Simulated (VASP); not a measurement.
## GaN (F-43m): a series in biaxial strain in the (110) plane

Strain engineering needs slopes: what does biaxial strain in the (110) plane do to the lattice and the band edges of GaN?

Program: VASP 6.6.1. Level of theory: LDA; plane waves and PAW (Ga_d, N); cell typed or built by script, in the first sound run; inputs show where later runs differ. Results are calculated unless marked as measured.

### Step 1. The starting structure

Symmetry: F-43m, No. 216, cubic system. Conventional cell: a = 4.500 Å, b = 4.500 Å, c = 4.500 Å, α = 90.00°, β = 90.00°, γ = 90.00°. Ga has 4 N at 1.95 Å nearest. Nearest to N lie 4 Ga at 1.95 Å. Farther neighbours and most contacts between anions are not listed.

Coordinates:

```
Ga N
1.0
     0.00000    2.25000    2.25000
     2.25000    0.00000    2.25000
     2.25000    2.25000    0.00000
Ga N
1 1
Direct
  0.00000 0.00000 0.00000
  0.25000 0.25000 0.25000
```

### Step 2. Relax the crystal, LDA

The series starts from the cell that this level prefers, so that zero strain is near zero stress.

This step took 2 runs in a row; the last is shown.

Level: LDA; plane waves and PAW (Ga_d, N); cell typed or built by script.

INCAR reads:

```
SYSTEM = GaN
PREC = Accurate
ENCUT = 600
EDIFF = 1E-07
NELM = 120
ISMEAR = 0
SIGMA = 0.02
LREAL = .FALSE.
ALGO = Normal
GGA = CA
NBANDS = 15
LASPH = .TRUE.
LORBIT = 11
LWAVE = .FALSE.
LCHARG = .FALSE.
KPAR = 16
IBRION = 2
NSW = 40
ISIF = 3
EDIFFG = -0.005
POTIM = 0.4
```

POSCAR reads:

```
GaN
1.0
    0.0000000000      2.2313343091      2.2313343091
    2.2313343091      0.0000000000      2.2313343091
    2.2313343091      2.2313343091      0.0000000000
Ga N
1 1
Direct
    0.0000000000      0.0000000000      0.0000000000
    0.2500000000      0.2500000000      0.2500000000
```

KPOINTS reads:

```
Automatic mesh
0
Gamma
11 11 11
0 0 0
```

The projector-augmented-wave data sets are Ga_d and N (LDA family, release 64).

On the command line:

```
mpirun -np 16 vasp_std
```

The program printed:

```text
[banner, memory and clock lines left out]
running   16 mpi-ranks, on    1 nodes
[...]
|                                                                             |
|           W    W    AA    RRRRR   N    N  II  N    N   GGGG   !!!           |
|           W    W   A  A   R    R  NN   N  II  NN   N  G    G  !!!           |
|           W    W  A    A  R    R  N N  N  II  N N  N  G       !!!           |
|           W WW W  AAAAAA  RRRRR   N  N N  II  N  N N  G  GGG   !            |
|           WW  WW  A    A  R   R   N   NN  II  N   NN  G    G                |
|           W    W  A    A  R    R  N    N  II  N    N   GGGG   !!!           |
|                                                                             |
|     For optimal performance we recommend to set                             |
|       NCORE = 2 up to number-of-cores-per-socket                            |
|     NCORE specifies how many cores store one orbital (NPAR=cpu/NCORE).      |
|     This setting can greatly improve the performance of VASP for DFT.       |
[...]
|     Unfortunately you need to use the default for GW and RPA                |
|     calculations (for HF NCORE is supported but not extensively tested      |
|     yet).                                                                   |
|                                                                             |

 LDA part: xc-table for (Slater(with rela. corr.)+CA(PZ))
 , standard interpolation
 POSCAR, INCAR and KPOINTS ok, starting setup
[...]
entering main loop
       N       E                     dE             d eps       ncg     rms          rms(c)
DAV:   1     0.857532580153E+02    0.85753E+02   -0.10353E+04  1880   0.234E+03
DAV:   2    -0.962955588987E+01   -0.95383E+02   -0.88750E+02  1925   0.361E+02
DAV:   3    -0.159400123772E+02   -0.63105E+01   -0.62836E+01  1827   0.774E+01
DAV:   4    -0.160128846994E+02   -0.72872E-01   -0.72858E-01  2165   0.873E+00
[...]
DAV:  11    -0.139446167820E+02    0.68215E-04   -0.22576E-04  2527   0.281E-01    0.128E-02
DAV:  12    -0.139446187308E+02   -0.19488E-05   -0.17683E-05  1939   0.487E-02    0.284E-03
DAV:  13    -0.139446186893E+02    0.41553E-07   -0.66328E-07  2552   0.156E-02
   1 F= -.13944619E+02 E0= -.13944619E+02  d E =-.139446E+02
[...]
reached required accuracy - stopping structural energy minimisation
```

Wall time 5.4 s (16 MPI ranks of Intel Xeon Platinum 8259CL at 2.50GHz (Skylake/Cascade Lake), shared host); peak memory 2.6 GiB.

Lines that name or quote the potential files are left out of all logs, and their timing lines are given in words.

Parts of OUTCAR (step 2):

```text
  Total        0.0013546      0.0013546      0.0013546      0.0000000      0.0000000     -0.0000000
  in kB        0.0976818      0.0976818      0.0976818      0.0000000      0.0000000     -0.0000000
  external PRESSURE =       0.0976818 kB  Pullay stress =       0.0000000 kB

 POSITION                                       TOTAL-FORCE (eV/Angst)
 -----------------------------------------------------------------------------------
      0.00000      0.00000      0.00000        -0.000000     -0.000000     -0.000000
      1.11567      1.11567      1.11567         0.000000      0.000000      0.000000
 -----------------------------------------------------------------------------------
    total drift:                               -0.000000     -0.000000      0.000000

  FREE ENERGIE OF THE ION-ELECTRON SYSTEM (eV)
  ---------------------------------------------------
  free  energy   TOTEN  =       -13.9446186893 eV

  energy  without entropy=      -13.9446186893  energy(sigma->0) =      -13.94461869

 reached required accuracy - stopping structural energy minimisation

[... 3 further parts left out ...]
[key lines of the parts left out:]
E-fermi :   5.4486
```

This run gave:

```
energy(sigma→0) of the program : -13.9446 eV
stress, compression positive   : 0.01 along [110], 0.01 across it (mean), GPa
volume                         : 22.219 Å³
ionic steps                    : 1
```

### Step 3. Strain along the normal, LDA

One member in full: the plane is strained by -1.5 %, and the strain along the normal is moved by secant steps until the normal stress is under 0.012 GPa or five steps are spent; the atoms relax at each step.

This step took 3 runs, each at a new trial strain with the atoms of the one before; the last is shown.

Level: LDA; plane waves and PAW (Ga_d, N); cell typed or built by script.

Changes to INCAR since step 2:

```diff
@@ -15,7 +15,7 @@
 LCHARG = .FALSE.
-KPAR = 16
-IBRION = 2
-NSW = 40
-ISIF = 3
-EDIFFG = -0.005
-POTIM = 0.4
+KPAR = 4
+IBRION = 1
+NSW = 25
+ISIF = 2
+EDIFFG = -0.004
+POTIM = 0.3
```

POSCAR reads:

```
GaN
1.0
    0.0270252340      2.2248895280      2.1978642940
    2.2248895280      0.0270252340      2.1978642940
    2.2519147620      2.2519147620      0.0000000000
Ga N
1 1
Direct
    0.0020479345      0.0020479345      0.9979520655
    0.2479520655      0.2479520655      0.2520479345
```

KPOINTS is that of step 2.

On the command line:

```
mpirun -np 4 vasp_std
```

The program printed:

```text
[banner, memory and clock lines left out]
running    4 mpi-ranks, on    1 nodes
[...]
LDA part: xc-table for (Slater(with rela. corr.)+CA(PZ))
 , standard interpolation
 POSCAR, INCAR and KPOINTS ok, starting setup
[...]
entering main loop
       N       E                     dE             d eps       ncg     rms          rms(c)
DAV:   1     0.852619153489E+02    0.85262E+02   -0.10290E+04  7291   0.237E+03
DAV:   2    -0.994507356582E+01   -0.95207E+02   -0.88554E+02  7348   0.359E+02
DAV:   3    -0.159763829397E+02   -0.60313E+01   -0.60051E+01  7257   0.759E+01
DAV:   4    -0.160426780078E+02   -0.66295E-01   -0.66281E-01  8073   0.840E+00
[...]
DAV:  11    -0.139304055179E+02    0.55392E-04   -0.19629E-04  9908   0.255E-01    0.687E-03
DAV:  12    -0.139304073258E+02   -0.18080E-05   -0.15999E-05  7418   0.469E-02    0.300E-03
DAV:  13    -0.139304073251E+02    0.71077E-09   -0.49426E-07  9646   0.142E-02
   1 F= -.13930407E+02 E0= -.13930407E+02  d E =-.139304E+02
 BRION: g(F)=  0.240E-06 g(S)=  0.000E+00
 reached required accuracy - stopping structural energy minimisation
```

Elapsed: 27 s, on 4 MPI ranks; peak memory 0.81 GiB.

Parts of OUTCAR (step 3):

```text
  Total        0.5366981      0.5366981      0.7325770     -0.5367516      0.0000000     -0.0000000
  in kB       39.5236437     39.5236437     53.9486018    -39.5275828      0.0000000     -0.0000000
  external PRESSURE =      44.3319631 kB  Pullay stress =       0.0000000 kB

 POSITION                                       TOTAL-FORCE (eV/Angst)
 -----------------------------------------------------------------------------------
      2.25191      2.25191      0.00900        -0.000000     -0.000000      0.002035
      1.12596      1.12596      1.08993         0.000000      0.000000     -0.002035
 -----------------------------------------------------------------------------------
    total drift:                                0.000000      0.000000     -0.000229

  FREE ENERGIE OF THE ION-ELECTRON SYSTEM (eV)
  ---------------------------------------------------
  free  energy   TOTEN  =       -13.9304073251 eV

  energy  without entropy=      -13.9304073251  energy(sigma->0) =      -13.93040733

[... 1 part as in an earlier step ...]

[... 3 further parts left out ...]
[key lines of the parts left out:]
E-fermi :   5.8368
```

Read from the output:

* energy(sigma→0) of the program: -13.9304 eV
* stress, compression positive: 0.00 along [110], 6.65 across it (mean), GPa
* ionic steps: 1

### Step 4. Band edges, HSE06

Short lines in KPOINTS_OPT sample the zone centre along and across the normal of the plane, for masses, and the other valleys.

Level: HSE06; plane waves and PAW (Ga_d, N); cell typed or built by script.

INCAR reads:

```
SYSTEM = GaN
PREC = Accurate
ENCUT = 600
EDIFF = 1E-06
NELM = 100
ISMEAR = 0
SIGMA = 0.02
LREAL = .FALSE.
ALGO = Normal
LHFCALC = .TRUE.
AEXX = 0.25
GGA = PE
HFSCREEN = 0.2
LASPH = .TRUE.
NBANDS = 14
PRECFOCK = Fast
LWAVE = .FALSE.
LCHARG = .FALSE.
KPAR = 4
```

POSCAR is that of step 3.

KPOINTS reads:

```
Automatic mesh
0
Gamma
6 6 6
0 0 0
```

KPOINTS_OPT reads:

```
Line mode
6
Line-mode
Reciprocal
  0.00000000   0.00000000   0.00000000
  0.01267147   0.01267147   0.02534295

  0.00000000   0.00000000   0.00000000
 -0.01236733   0.01236733   0.00000000

  0.31000000   0.31000000   0.00000000
  0.50000000   0.50000000   0.00000000

  0.00000000   0.31000000   0.31000000
  0.00000000   0.50000000   0.50000000

  0.45000000   0.45000000   0.45000000
  0.50000000   0.50000000   0.50000000

  0.45000000   0.00000000   0.00000000
  0.50000000   0.00000000   0.00000000

  0.42500000   0.42500000   0.00000000
  0.42521506   0.44270511   0.01792017

  0.50000000   0.50000000   0.50000000
  0.48763267   0.51236733   0.50000000
```

On the command line:

```
mpirun -np 4 vasp_std
```

The program printed:

```text
[banner, memory and clock lines left out]
running    4 mpi-ranks, on    1 nodes
[...]
|                                                                             |
|               ----> ADVICE to this user running VASP <----                  |
|                                                                             |
|     You enforced a specific xc type in the INCAR file but a different       |
|     [... a line on the potential file left out ...]
|     I HOPE YOU KNOW WHAT YOU ARE DOING!                                     |
|                                                                             |

 LDA part: xc-table for (Slater+PW92), standard interpolation
 found WAVECAR, reading the header
 POSCAR, INCAR and KPOINTS ok, starting setup
[...]
reading WAVECAR
 the WAVECAR file was read successfully
 initial charge from wavefunction
 entering main loop
       N       E                     dE             d eps       ncg     rms          rms(c)
DAV:   1    -0.147565218718E+02   -0.14757E+02   -0.10902E+00  1746   0.318E+01    0.899E-01
DAV:   2    -0.147402161898E+02    0.16306E-01   -0.81307E-02  1794   0.701E+00    0.567E-01
DAV:   3    -0.147340851607E+02    0.61310E-02   -0.14216E-02  1648   0.279E+00    0.317E-01
DAV:   4    -0.147336991368E+02    0.38602E-03   -0.22189E-03  1940   0.923E-01    0.173E-01
[...]
DAV:   8    -0.147334183179E+02    0.76386E-05   -0.24565E-06  1360   0.275E-02    0.153E-02
DAV:   9    -0.147334158490E+02    0.24689E-05   -0.81360E-07   776   0.142E-02    0.908E-03
DAV:  10    -0.147334150082E+02    0.84083E-06   -0.63667E-07   698   0.922E-03
   1 F= -.14733415E+02 E0= -.14733415E+02  d E =-.213270E-12
 Start KPOINTS_OPT (optional k-point list driver)
k-point batch [1-46\48]
       N       E                     dE             ncg
DAV:   1     0.719492770228E+03   -0.27161E+05     1384
DAV:   2    -0.469421807426E+04   -0.54137E+04     1474
DAV:   3    -0.510586709646E+04   -0.41165E+03     1426
DAV:   4    -0.511428743371E+04   -0.84203E+01     1546
DAV:   5    -0.511437463837E+04   -0.87205E-01     1598
DAV:   6    -0.511437641897E+04   -0.17806E-02     1794
DAV:   7    -0.511437645118E+04   -0.32205E-04     1390
DAV:   8    -0.511437645229E+04   -0.11130E-05     1160
DAV:   9    -0.511437645243E+04   -0.13974E-06      890
k-point batch [47-48\48]
       N       E                     dE             ncg
DAV:   1     0.276983322314E+05   -0.13690E+04       56
DAV:   2     0.274652213182E+05   -0.23311E+03       62
DAV:   3     0.274486376355E+05   -0.16584E+02       68
DAV:   4     0.274483651716E+05   -0.27246E+00       62
DAV:   5     0.274483624383E+05   -0.27334E-02       68
DAV:   6     0.274483623662E+05   -0.72057E-04       76
DAV:   7     0.274483623652E+05   -0.97655E-06       60
```

The job ended after 22 min (4 MPI ranks; peak memory 1.2 GiB).

OUTCAR, selected parts (step 4):

```text
  LATTYP: Found a body centered orthorhombic cell.
 ALAT       =     3.1082494928
 B/A-ratio  =     1.0245922681
 C/A-ratio  =     1.4142135624

 Subroutine GETGRP returns: Found  4 space group operations
 (whereof  4 operations were pure point group operations)

The static configuration has the point symmetry C_2v.

 Found     46 irreducible k-points:

   k-points           NKPTS =     46   k-points in BZ     NKDIM =    216   number of bands    NBANDS=     14

   dimension x,y,z NGX =    28 NGY =   28 NGZ =   28
   dimension x,y,z NGXF=    56 NGYF=   56 NGZF=   56

   ENCUT  =  600.0 eV  44.10 Ry    6.64 a.u.   6.25  6.25  6.36*2*pi/ulx,y,z

   NELECT =      18.0000    total number of electrons

  exchange ACFDT corr.  =         0.00000000  see jH, gK, PRB 81, 115126

 E-fermi :   5.2369

 k-point     1 :       0.0000    0.0000    0.0000
  band No.  band energies     occupation
    ...
      5     -10.2484      2.00000
      6     -10.2478      2.00000
      7       4.9859      2.00000
      8       5.1179      2.00000
      9       5.1490      2.00000
     10       8.4487      0.00000
     11      17.0866      0.00000
     12      17.3666      0.00000
     13      17.6845      0.00000
     14      25.1596      0.00000

 k-point     2 :       0.1667   -0.0000    0.0000
  band No.  band energies     occupation
    ...
      5     -10.2510      2.00000
      6     -10.2507      2.00000
      7       2.7394      2.00000
      8       4.6602      2.00000
      9       4.8152      2.00000
     10      10.0512      0.00000
     11      16.4229      0.00000
     12      17.5237      0.00000
     13      17.8819      0.00000
     14      23.6338      0.00000

 POSITION                                       TOTAL-FORCE (eV/Angst)
 -----------------------------------------------------------------------------------
      2.25191      2.25191      0.00900        -0.000000     -0.000000      0.003457
      1.12596      1.12596      1.08993         0.000000      0.000000     -0.003457
 -----------------------------------------------------------------------------------
    total drift:                                0.000002      0.000001     -0.000321

  FREE ENERGIE OF THE ION-ELECTRON SYSTEM (eV)
  ---------------------------------------------------
  free  energy   TOTEN  =       -14.7334150082 eV

  energy  without entropy=      -14.7334150082  energy(sigma->0) =      -14.73341501

[... 1 part as in an earlier step ...]

[... 7 further parts left out ...]
```

This run gave:

* energy(sigma→0) of the program: -14.7334 eV

### Step 5. The whole series

Hybrid runs start from orbitals of a short LDA run, not shown.

Runs beyond LDA use the data sets made with LDA; this shifts their levels slightly, and their total energies have another zero.

The other members went through these steps as far as the tables show, with the same cutoff and, step by step, the same mesh; 44 runs are not shown. The session took 13 core hours (wall time by ranks) on a shared machine.

```csv
in-plane strain (%),strain along the normal (%),"mean of the two in-plane stresses, tension positive (GPa)",energy above the unstrained row (meV/atom),"gap on the mesh, LDA (eV)"
-2.000,1.260,-8.906,12.550,2.003
-1.500,0.922,-6.650,7.106,1.996
-1.000,0.604,-4.396,3.210,1.982
-0.500,0.294,-2.184,0.848,1.963
0,0.000,-0.010,0.000,1.940
0.500,-0.281,2.120,0.649,1.859
1.000,-0.548,4.210,2.765,1.776
1.500,-0.804,6.245,6.322,1.690
2.000,-1.052,8.236,11.290,1.603
```

Slopes at zero strain, from cubics through all rows: strain ratio -0.574, stress over strain 431 GPa.

Band edges at HSE06, counted from the valence-band top at Γ, with one row partly withheld:

```csv
in-plane strain (%),gap (eV),conduction band at Γ (eV),Δ or X valley along z (eV),Δ or X valley along x (eV),"lowest conduction level at L, [111] (eV)","lowest conduction level at L, [-111] (eV)",second valence level below the top (eV),third valence level below the top (eV)
-2.000,3.314,3.314,4.286,4.457,6.622,6.259,0.046,0.223
-1.500,3.300,3.300,4.353,4.468,6.550,6.287,0.031,0.163
-1.000,?,?,4.408,4.478,6.476,6.307,0.019,0.107
-0.500,3.252,3.252,4.454,4.485,6.402,6.320,0.009,0.053
0,3.221,3.221,4.492,4.492,6.327,6.327,0.000,0.000
0.500,3.134,3.134,4.469,4.445,6.201,6.277,0.044,0.051
1.000,3.044,3.044,4.441,4.400,6.077,6.222,0.088,0.099
1.500,2.952,2.952,4.408,4.356,5.954,6.162,0.131,0.146
2.000,2.858,2.858,4.370,4.312,5.833,6.100,0.175,0.190
```

Conduction masses, in electron masses:

```csv
in-plane strain (%),"conduction mass at Γ, along the strain axis or the normal of the plane","conduction mass at Γ, across the strain axis or in the plane"
-2.000,0.199,0.228
-1.500,0.200,0.222
-1.000,0.200,0.215
-0.500,0.202,0.208
0,0.202,0.202
0.500,0.201,0.194
1.000,0.201,0.190
1.500,0.202,0.184
2.000,0.200,0.177
```

### Step 6. Working out the slope

The quantity to fit is the conduction level at Γ above the mean of the three top valence levels at HSE06: 3.404, 3.364, 3.273, 3.221, 3.165, 3.107, 3.045, 2.980 eV in the rows shown.

Fitting a parabola to the 8 known rows (e: strain in %) gives E = − 0.007232 e² − 0.1063 e + 3.221 in eV; the residuals are 5.3e-4 eV r.m.s.

For the withheld row, e = -1, the fit gives 3.3197 eV.

### Step 7. Prediction against calculation

The calculation gives 3.3203 eV, so the prediction is 0.0006 eV too low, within twice the residual of the fit.

### Step 8. Summary of results

- ratio of normal to in-plane strain: -0.574
- biaxial modulus: 431 GPa
- gap of the unstrained cell, HSE06: 3.22 eV
- slope at zero strain of the conduction level at Γ above the mean of the three top valence levels, HSE06: -106 meV per %
- error of the predicted row: -0.6 meV

**Reading.** As a check, the curvature of the energy gives 431 GPa for the same modulus (energy per volume = M × strain²), 0 % from the slope of the stress. The energy also has a linear term worth 0.14 GPa that the stress column lacks, a mark of the finite basis. At HSE06 the lowest conduction valley is Γ throughout, and the gap runs between 2.86 and 3.31 eV. Hole masses are left out throughout, since the top bands are degenerate or cross in many series; of conduction masses, those of the Γ, L and (for Si and Ge under (001) strain) Δ valleys are kept where they change by under an eighth between rows. HSE06 ran on a coarser mesh than the semilocal levels. Spin-orbit coupling is left out at HSE06, so the valence splittings there lack it. Δ or X levels are the lowest on their line, refined by a parabola unless they lie at X; the gap is read from all points sampled and can differ from the lowest valley by some meV, or by tens of meV where strain moves the valence top off Γ. Temperature, zero-point motion and excitons are left out.

[Lines on the potential files, build, host, timing and source positions are cut from VASP's logs without a mark.]

[Logs are printed without paths, hosts, clocks, repeated set-up lines and the standing remarks that a program may print on its own settings, such as how far it seeks lower states.]

[Hosts, paths, dates, database ids (printed as entryN), source tags and the programs' standing remarks are cut or masked in the printed files.]

[In band tables of VASP the shares of atoms and orbitals are scaled to a sum of 1 inside the atoms' spheres.]
